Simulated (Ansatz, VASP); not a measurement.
ZrB in VASP and in Ansatz

INCAR

```
SYSTEM = ZrB
PREC = Accurate
ENCUT = 520
EDIFF = 1E-7
ISMEAR = 0
SIGMA = 0.15
LREAL = .False.
LASPH = .True.
NELM = 60
ALGO = Normal
ISIF = 2
LWAVE = .False.
LCHARG = .True.
GGA = CA
LELF = .True.
LVHAR = .True.
NBANDS = 14
```

KPOINTS

```
Automatic mesh
0
Gamma
  18 18 18
  0 0 0
```

The input POSCAR:

```
ZrB
1.0
    0.0000000000      2.5151129406      2.2276355315
    2.5151129406      0.0000000000      2.2276355315
    2.5151129406      2.5151129406      0.0000000000
Zr B
1 1
Direct
    0.0000000000      0.0000000000      0.0000000000
    0.5000000000      0.5000000000      0.5000000000
```

Input for Ansatz:

```yaml
crystal:
  lattice:
    - [0.0, 2.5151129406, 2.2276355315]
    - [2.5151129406, 0.0, 2.2276355315]
    - [2.5151129406, 2.5151129406, 0.0]
  atoms:
    - { symbol: Zr, position: [0.0, 0.0, 0.0] }
    - { symbol: B, position: [0.5, 0.5, 0.5] }
basis:
  ecutwfc: 520.0
kpoints:
  mp_grid: { grid: [18, 18, 18] }
hamiltonian:
  xc: lda
scf:
  occupations: { method: gaussian, width: 0.15 }
output:
  forces: true
  stress: true
  eigenvalues: true
```

Alike in both runs: task single point; functional LDA; k mesh 18 × 18 × 18; occupations gaussian, width 0.15 eV; no spin polarisation.

|  | VASP | Ansatz |
| --- | --- | --- |
| version | VASP 6.6.1 | Ansatz 0.2.0 |
| potentials or method | VASP PAW LDA potentials, release 64 (Zr_sv, B) | scalar-relativistic, plane waves, PAW |
| plane-wave cutoff (eV) | 520 | 520 |
| valence electrons in the cell | 15 | 15 |

```tsv
	VASP	Ansatz	Ansatz less VASP
gap on the k mesh at the Fermi level (eV)	none	none	-
pressure (GPa)	3.4	3.1	-0.30
largest component of the traceless stress (GPa)	26.19	26.16	-0.035
```

A gap of «none» marks a metal or a gap that the smearing closes.
